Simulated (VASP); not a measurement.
# BaTiO3 (P4mm) in VASP: a series of runs

Aim: see how the results for BaTiO3 move with the level of theory and the settings. Levels: PBE, PBEsol. Tasks: relaxation of cell and atoms.

Everything below comes from runs of VASP 6.6.1. Logs are shortened: lines on timing, memory, paths and dates and some standing lists are left out, and cuts for length are marked.

### 1 The structure

Symmetry: P4mm, No. 99, tetragonal system. Conventional cell: a = 4.000 Å, b = 4.000 Å, c = 4.018 Å, α = 90.00°, β = 90.00°, γ = 90.00°. Around Ba (site symmetry 4mm) lie 12 O at 2.79 to 2.88 Å. Around Ti (site symmetry 4mm) lie 6 O at 1.89 to 2.13 Å. O (site symmetry 4mm) is surrounded by 2 Ti at 1.89 to 2.13 Å. Around O (site symmetry 2mm) lie 2 Ti at 2.00 Å.

### 2 Relaxation of cell and atoms, PBE

INCAR

```
SYSTEM = BaTiO3
  ALGO = Normal
  EDIFF = 1E-6
  EDIFFG = -0.01
  ENCUT = 600
  GGA = PE
  IBRION = 2
  ISIF = 3
  ISMEAR = 0
  KPAR = 2
  LASPH = .TRUE.
  LCHARG = .FALSE.
  LREAL = .FALSE.
  LWAVE = .FALSE.
  NELM = 80
  NSW = 90
  PREC = Accurate
  SIGMA = 0.03
```

KPOINTS

```
k-points
0
G
  8 8 8
  0 0 0
```

POSCAR

```
BaTiO3
1.0
    3.9998000000      0.0000000000      0.0000000000
    0.0000000000      3.9998000000      0.0000000000
    0.0000000000      0.0000000000      4.0180000000
Ba Ti O
1 1 3
Direct
    0.0000000000      0.0000000000      0.0000000000
    0.5000000000      0.5000000000      0.4900000000
    0.5000000000      0.5000000000      0.0190000000
    0.5000000000      0.0000000000      0.5170000000
    0.0000000000      0.5000000000      0.5170000000
```

Potentials or basis: VASP PAW PBE potentials, release 64 (Ba_sv, Ti_sv, O).

The run is started by

```
> cat potpaw_PBE.64/Ba_sv/POTCAR potpaw_PBE.64/Ti_sv/POTCAR potpaw_PBE.64/O/POTCAR > POTCAR
> mpirun -np 2 vasp_std > vasp.out
```

OUTCAR:

```text
SYSTEM = BaTiO3
   EDIFF = 1E-6
   EDIFFG = -0.01
   ENCUT = 600
   GGA = PE
   IBRION = 2
   ISIF = 3
   ISMEAR = 0
   LASPH = .TRUE.
   LREAL = .FALSE.
   NELM = 80
   NSW = 90
   PREC = Accurate

 ion  position               nearest neighbor table
   1  0.000  0.000  0.000-   4 2.79   5 2.79   5 2.79   4 2.79   3 2.83   3 2.83   3 2.83   3 2.83
                             4 2.88   5 2.88   5 2.88   4 2.88   2 3.45   2 3.45   2 3.45   2 3.45
   2  0.500  0.500  0.490-   3 1.89   4 2.00   5 2.00   4 2.00   5 2.00   3 2.13   1 3.45   1 3.45
                             1 3.45   1 3.45   1 3.49   1 3.49   1 3.49   1 3.49
   3  0.500  0.500  0.019-   2 1.89   2 2.13   1 2.83   1 2.83   1 2.83   1 2.83
   4  0.500  0.000  0.517-   2 2.00   2 2.00   1 2.79   1 2.79   1 2.88   1 2.88
   5  0.000  0.500  0.517-   2 2.00   2 2.00   1 2.79   1 2.79   1 2.88   1 2.88

  LATTYP: Found a simple tetragonal cell.
 ALAT       =     3.9998000000
 C/A-ratio  =     1.0045502275

  Lattice vectors:

 A1 = (   3.9998000000,   0.0000000000,   0.0000000000)
 A2 = (   0.0000000000,   3.9998000000,   0.0000000000)
 A3 = (   0.0000000000,   0.0000000000,   4.0180000000)

Analysis of symmetry for initial positions (statically):
=====================================================================
 Subroutine PRICEL returns:
 Original cell was already a primitive cell.

 Routine SETGRP: Setting up the symmetry group for a
 simple tetragonal supercell.

 Subroutine GETGRP returns: Found  8 space group operations
 (whereof  8 operations were pure point group operations)
 out of a pool of 16 trial point group operations.

The static configuration has the point symmetry C_4v.

Analysis of symmetry for dynamics (positions and initial velocities):
=====================================================================
 Subroutine PRICEL returns:
 Original cell was already a primitive cell.

 Routine SETGRP: Setting up the symmetry group for a
 simple tetragonal supercell.

 Subroutine GETGRP returns: Found  8 space group operations
 (whereof  8 operations were pure point group operations)
 out of a pool of 16 trial point group operations.

The dynamic configuration has the point symmetry C_4v.

 Subroutine INISYM returns: Found  8 space group operations
 (whereof  8 operations are pure point group operations),
 and found     1 'primitive' translations

----------------------------------------------------------------------------------------

                                     Primitive cell

  volume of cell :      64.2816

  direct lattice vectors                    reciprocal lattice vectors
     3.999800000  0.000000000  0.000000000     0.250012501  0.000000000  0.000000000
     0.000000000  3.999800000  0.000000000     0.000000000  0.250012501  0.000000000
     0.000000000  0.000000000  4.018000000     0.000000000  0.000000000  0.248880040

  length of vectors
     3.999800000  3.999800000  4.018000000     0.250012501  0.250012501  0.248880040

  position of ions in fractional coordinates (direct lattice)
     0.000000000  0.000000000  0.000000000
     0.500000000  0.500000000  0.490000000
     0.500000000  0.500000000  0.019000000
     0.500000000  0.000000000  0.517000000
     0.000000000  0.500000000  0.517000000

  ion indices of the primitive-cell ions
   primitive index   ion index
                 1           1
                 2           2
                 3           3
                 4           4
                 5           5

----------------------------------------------------------------------------------------

 KPOINTS: k-points

Automatic generation of k-mesh.
 Grid dimensions read from file:
 generate k-points for:    8    8    8

 Generating k-lattice:

  Cartesian coordinates                     Fractional coordinates (reciprocal lattice)
     0.031251563  0.000000000  0.000000000     0.125000000  0.000000000  0.000000000
     0.000000000  0.031251563  0.000000000     0.000000000  0.125000000  0.000000000
     0.000000000  0.000000000  0.031110005     0.000000000  0.000000000  0.125000000

  Length of vectors
     0.031251563  0.031251563  0.031110005

  Shift w.r.t. Gamma in fractional coordinates (k-lattice)
     0.000000000  0.000000000  0.000000000

 Subroutine IBZKPT returns following result:
 ===========================================

 Found     75 irreducible k-points:

 Following reciprocal coordinates:
            Coordinates               Weight
  0.000000  0.000000  0.000000      1.000000
  0.125000  0.000000  0.000000      4.000000
  0.250000  0.000000  0.000000      4.000000
  0.375000  0.000000  0.000000      4.000000
  0.500000  0.000000  0.000000      2.000000
  0.125000  0.125000  0.000000      4.000000
[... 16 lines left out ...]
  0.375000  0.125000  0.125000     16.000000
  0.500000  0.125000  0.125000      8.000000
 [... further k-points ...]
   k-points           NKPTS =     75   k-points in BZ     NKDIM =     75   number of bands    NBANDS=     24
   number of dos      NEDOS =    301   number of ions     NIONS =      5
   total plane-waves  NPLWV =  32768
   dimension x,y,z NGX =    32 NGY =   32 NGZ =   32
   dimension x,y,z NGXF=    64 NGYF=   64 NGZF=   64
   ions per type =               1   1   3
   NGX,Y,Z   is equivalent  to a cutoff of  13.30, 13.30, 13.24 a.u.
   NGXF,Y,Z  is equivalent  to a cutoff of  26.60, 26.60, 26.48 a.u.
 SYSTEM =  BaTiO3
   PREC   = accura    normal or accurate (medium, high low for compatibility)
   ISTART =      0    job   : 0-new  1-cont  2-samecut
   ICHARG =      2    charge: 1-file 2-atom 10-const
   ISPIN  =      1    spin polarized calculation?
   LNONCOLLINEAR =      F non collinear calculations
   LSORBIT =      F    spin-orbit coupling
   LASPH  =      T    aspherical Exc in radial PAW
   ENCUT  =  600.0 eV  44.10 Ry    6.64 a.u.   7.99  7.99  8.02*2*pi/ulx,y,z
   NELM   =     80;   NELMIN=  2; NELMDL= -5     # of ELM steps
   EDIFF  = 0.1E-05   stopping-criterion for ELM
   LREAL  =      F    real-space projection
   EDIFFG = -.1E-01   stopping-criterion for IOM
   NSW    =     90    number of steps for IOM
   IBRION =      2    ionic relax: 0-MD 1-quasi-New 2-CG
   NFREE  =      1    steps in history (QN), initial steepest desc. (CG)
   ISIF   =      3    stress and relaxation
   ISYM   =      2    0-nonsym 1-usesym 2-fastsym
   POTIM  = 0.5000    time-step for ionic-motion
   TEBEG  =    0.0;   TEEND  =   0.0 temperature during run
   PSTRESS=    0.0 pullay stress
   NELECT =      40.0000    total number of electrons
   NUPDOWN=      -1.0000    fix difference up-down
   EMIN   =  10.00;   EMAX   =-10.00  energy-range for DOS
   EFERMI =   0.00;   METHOD = LEGACY
   ISMEAR =     0;   SIGMA  =   0.03  broadening in eV -4-tet -1-fermi 0-gaus
   EFERMI_NEDOS =   21; number of points for ismear=-14 and -15
   IALGO  =     38    algorithm
   IMIX   =      4    mixing-type and parameters
     AMIX     =   0.40;   BMIX     =  1.00
     AMIX_MAG =   1.60;   BMIX_MAG =  1.00
  volume/ion in A,a.u.               =      12.86        86.76
  Fermi-wavevector in a.u.,A,eV,Ry     =   1.397653  2.641181 26.578078  1.953434
  Thomas-Fermi vector in A             =   2.520888
   LORBIT       =      0    0 simple, 1 ext, 2 COOP (PROOUT), +10 PAW based schemes
   GGA     = PE    functional components
   LHFCALC =     F    Hartree Fock is set to
   AEXX    =    0.0000 exact exchange contribution
   IVDW    =     0    specifies the selected vdW correction
   LEPSILON=     F    determine dielectric tensor
   LRPA    =     F    only Hartree local field effects (RPA)
 conjugate gradient relaxation of ions
 non-spin polarized calculation
 Gauss-broadening in eV      SIGMA  =   0.03
  energy-cutoff  :      600.00
  volume of cell :       64.28
 maximum number of plane-waves:      2176
 NGX is ok and might be reduce to    32
   NGX = 15   NGY = 15   NGZ = 17

--------------------------------------- Ionic step        1  -------------------------------------------

 number of electron      39.9999999 magnetization

 Free energy of the ion-electron system (eV)
  ---------------------------------------------------
  ext. energy  EPLUGINS =         0.00000000
  ---------------------------------------------------
  free energy    TOTEN  =       -39.98912198 eV

  energy without entropy =      -39.98912198  energy(sigma->0) =      -39.98912198

------------------------ aborting loop because EDIFF is reached ----------------------------------------

  FORCE on cell =-STRESS in cart. coord.  units (eV):
  Direction    XX          YY          ZZ          XY          YZ          ZX
  --------------------------------------------------------------------------------------
  -------------------------------------------------------------------------------------
  Total        1.5036515      1.5036515      1.8744744      0.0000000      0.0000000      0.0000000
  in kB       37.4775582     37.4775582     46.7200848      0.0000000      0.0000000      0.0000000
  external PRESSURE =      40.5584004 kB  Pullay stress =       0.0000000 kB
[... 98 lines left out ...]
  FREE ENERGIE OF THE ION-ELECTRON SYSTEM (eV)
  ---------------------------------------------------
  free  energy   TOTEN  =       -40.0132779912 eV

  energy  without entropy=      -40.0132779912  energy(sigma->0) =      -40.01327799

[... ionic steps 4 to 17 ...]

--------------------------------------- Ionic step       18  -------------------------------------------

 number of electron      39.9999994 magnetization

------------------------ aborting loop because EDIFF is reached ----------------------------------------

  FORCE on cell =-STRESS in cart. coord.  units (eV):
  Direction    XX          YY          ZZ          XY          YZ          ZX
  --------------------------------------------------------------------------------------
  -------------------------------------------------------------------------------------
  Total        0.0326376      0.0326376      0.1260914      0.0000000     -0.0000000      0.0000000
  in kB        0.7765375      0.7765375      3.0000597      0.0000000     -0.0000000      0.0000000
  external PRESSURE =       1.5177116 kB  Pullay stress =       0.0000000 kB
[... 63 lines left out ...]
  energy  without entropy=      -40.0455767558  energy(sigma->0) =      -40.04557676

--------------------------------------- Ionic step       20  -------------------------------------------

 number of electron      39.9999994 magnetization

 Free energy of the ion-electron system (eV)
  ---------------------------------------------------
  ext. energy  EPLUGINS =         0.00000000
  ---------------------------------------------------
  free energy    TOTEN  =       -40.04561796 eV

  energy without entropy =      -40.04561796  energy(sigma->0) =      -40.04561796

 E-fermi :   3.9639     XC(G=0): -10.9653

 val. band max:        3.6789864799   @ k =   0.5000   0.5000   0.5000
 cond. band min:       5.4457720209   @ k =   0.0000   0.0000   0.0000
 fundamental gap:      1.7667855410
 Fermi energy:         3.9639324240

 k-point     1 :       0.0000    0.0000    0.0000
  band No.  band energies     occupation
      1     -53.0138      2.00000
      2     -29.3475      2.00000
      3     -29.2065      2.00000
      4     -29.2065      2.00000
      5     -21.5607      2.00000
      6     -13.3256      2.00000
[... 637 lines left out ...]
     23       7.1740      0.00000
     24       8.1580      0.00000

 [... further k-points ...]

------------------------ aborting loop because EDIFF is reached ----------------------------------------

  FORCE on cell =-STRESS in cart. coord.  units (eV):
  Direction    XX          YY          ZZ          XY          YZ          ZX
  --------------------------------------------------------------------------------------
  -------------------------------------------------------------------------------------
  Total       -0.0214236     -0.0214236     -0.0007990      0.0000000      0.0000000      0.0000000
  in kB       -0.5087765     -0.5087765     -0.0189754      0.0000000      0.0000000      0.0000000
  external PRESSURE =      -0.3455095 kB  Pullay stress =       0.0000000 kB
[... 20 lines left out ...]
  FREE ENERGIE OF THE ION-ELECTRON SYSTEM (eV)
  ---------------------------------------------------
  free  energy   TOTEN  =       -40.0456179567 eV

  energy  without entropy=      -40.0456179567  energy(sigma->0) =      -40.04561796

 reached required accuracy - stopping structural energy minimisation
```

Run time: 7.2 min. Hardware: 2 MPI ranks of Intel Xeon Platinum 8488C (Sapphire Rapids), shared host; peak memory 0.29 GiB.

What came out:

* Free energy: -40.0456 eV
* Relaxed volume: 13.49 Å³/atom
* Relaxed cell: a = 3.996 Å, b = 3.996 Å, c = 4.224 Å, α = 90.00°, β = 90.00°, γ = 90.00°
* Space group after relaxing (to 0.05 Å): P4mm (No. 99)
* Energy gained by relaxing: 11.3 meV/atom
* Ionic steps: 20
* Pressure after relaxing: 0.0 GPa
* Largest force after relaxing: 0.009 eV/Å
* Band gap on the k mesh: 1.77 eV, indirect (least direct gap 2.34 eV)

Forces on the atoms (eV/Å):
```
Ba   0.000  0.000 -0.009
Ti   0.000  0.000  0.007
O    0.000  0.000 -0.008
O    0.000  0.000  0.005
O    0.000  0.000  0.005
```

Step by step:
```tsv
step	energy change (eV)	largest force (eV/Å)	pressure (GPa)	volume (Å³)
1	0.0000	0.2772	4.06	64.28
2	-0.0132	0.4553	-3.17	67.36
3	-0.0242	0.3758	-0.43	66.09
4	-0.0337	0.2276	-0.16	66.19
5	-0.0399	0.1473	0.49	66.37
6	-0.0452	0.1456	0.15	66.73
7	-0.0481	0.1981	-0.48	67.67
8	-0.0487	0.1743	-0.37	67.41
9	-0.0528	0.1364	-0.09	67.19
10	-0.0531	0.1214	0.01	67.11
11	-0.0549	0.0851	0.37	67.02
12	-0.0552	0.0657	0.56	66.97
13	-0.0558	0.0749	-0.31	67.38
14	-0.0560	0.0514	-0.05	67.26
15	-0.0562	0.0327	-0.02	67.27
16	-0.0563	0.0356	0.01	67.29
17	-0.0564	0.0143	0.07	67.31
18	-0.0564	0.0345	0.15	67.34
19	-0.0565	0.0278	0.13	67.37
20	-0.0565	0.0094	-0.03	67.46
```

Final structure:
```yaml
crystal:
  lattice:
    - [3.99624, 0.00000, 0.00000]
    - [0.00000, 3.99624, 0.00000]
    - [0.00000, 0.00000, 4.22448]
  atoms:
    - { symbol: Ba, position: [0.00000, 0.00000, 0.99076] }
    - { symbol: Ti, position: [0.50000, 0.50000, 0.47155] }
    - { symbol: O, position: [0.50000, 0.50000, 0.04188] }
    - { symbol: O, position: [0.50000, 0.00000, 0.51940] }
    - { symbol: O, position: [0.00000, 0.50000, 0.51940] }
```

Caveat: spin-orbit coupling is left out, which moves the levels of the heavy elements. PBE usually gives volumes a little too large and moduli too small.

### 3 Relaxation of cell and atoms, PBE

This run uses another cell than the first one, of 13.49 Å³/atom, 1.050 times its volume.

Edit INCAR of step 2 so:

```diff
@@ -2,4 +2,4 @@
   ALGO = Normal
-  EDIFF = 1E-6
-  EDIFFG = -0.01
+  EDIFF = 1E-7
+  EDIFFG = -0.005
   ENCUT = 600
```

KPOINTS is that of step 2.

POSCAR

```
BaTiO3                                  
1.0
    3.9962396300      0.0000000000      0.0000000000
    0.0000000000      3.9962396300      0.0000000000
    0.0000000000      0.0000000000      4.2244769266
  Ba              Ti              O             
     1     1     3
Direct
     0.0000000000000000    0.0000000000000000    0.9907624776433921
     0.5000000000000000    0.5000000000000000    0.4715534301820054
     0.5000000000000000    0.5000000000000000    0.0418836306107260
     0.5000000000000000    0.0000000000000000    0.5194002307819415
     0.0000000000000000    0.5000000000000000    0.5194002307819415
```

Potentials or basis: VASP PAW PBE potentials, release 64 (Ba_sv, Ti_sv, O).

The run is started by

```
> cat potpaw_PBE.64/Ba_sv/POTCAR potpaw_PBE.64/Ti_sv/POTCAR potpaw_PBE.64/O/POTCAR > POTCAR
> mpirun -np 2 vasp_std > vasp.out
```

Run time: 2.2 min. Hardware: 2 MPI ranks of Intel Xeon Platinum 8488C (Sapphire Rapids), shared host; peak memory 0.3 GiB.

It converged, with:

| Property | Result |
| --- | --- |
| Free energy | -40.0517 eV |
| Relaxed volume | 13.48 Å³/atom |
| Relaxed cell | a = 3.995 Å, b = 3.995 Å, c = 4.223 Å, α = 90.00°, β = 90.00°, γ = 90.00° |
| Space group after relaxing (to 0.05 Å) | P4mm (No. 99) |
| Energy gained by relaxing | 0.0 meV/atom |
| Ionic steps | 4 |
| Pressure after relaxing | 0.0 GPa |
| Band gap on the k mesh | 1.77 eV, indirect (least direct gap 2.34 eV) |

Forces in eV/Å, atoms in the order of the input:
```
Ba   0.000  0.000 -0.002
Ti   0.000  0.000 -0.002
O    0.000  0.000  0.001
O    0.000  0.000  0.002
O    0.000  0.000  0.002
```

Stress tensor (GPa, compression positive):
```
 0.04  0.00  0.00
 0.00  0.04  0.00
 0.00  0.00 -0.05
```

Final structure:
```
Ba Ti O
1.0
     3.99517    0.00000    0.00000
     0.00000    3.99517    0.00000
     0.00000    0.00000    4.22270
Ba Ti O
1 1 3
Direct
  0.00000 0.00000 0.99059
  0.50000 0.50000 0.47172
  0.50000 0.50000 0.04169
  0.50000 0.00000 0.51950
  0.00000 0.50000 0.51950
```

Levels at points of the mesh, in eV from the valence-band top:
```tsv
k point	band 16	band 17	band 18	band 19	band 20	band 21	band 22	band 23	band 24
(0.00, 0.00, 0.00)	-1.74	-1.32	-0.96	-0.57	-0.57	1.77	2.41	2.41	3.94
(0.50, 0.00, 0.00)	-1.97	-1.97	-1.71	-1.60	-1.36	2.48	3.38	3.48	4.01
(0.50, 0.50, 0.00)	-2.98	-2.06	-1.18	-1.18	-0.06	3.52	3.52	3.85	4.01
(0.00, 0.00, 0.50)	-2.18	-2.07	-1.98	-0.74	-0.74	1.89	3.38	3.38	3.95
(0.50, 0.00, 0.50)	-2.59	-1.87	-1.20	-1.11	-0.54	3.39	3.42	3.65	4.70
(0.50, 0.50, 0.50)	-2.65	-2.65	-0.48	-0.48	0.00	3.89	3.89	4.01	5.86
```

Caveat: spin-orbit coupling is left out, which moves the levels of the heavy elements.

[end of part 1 of 2]
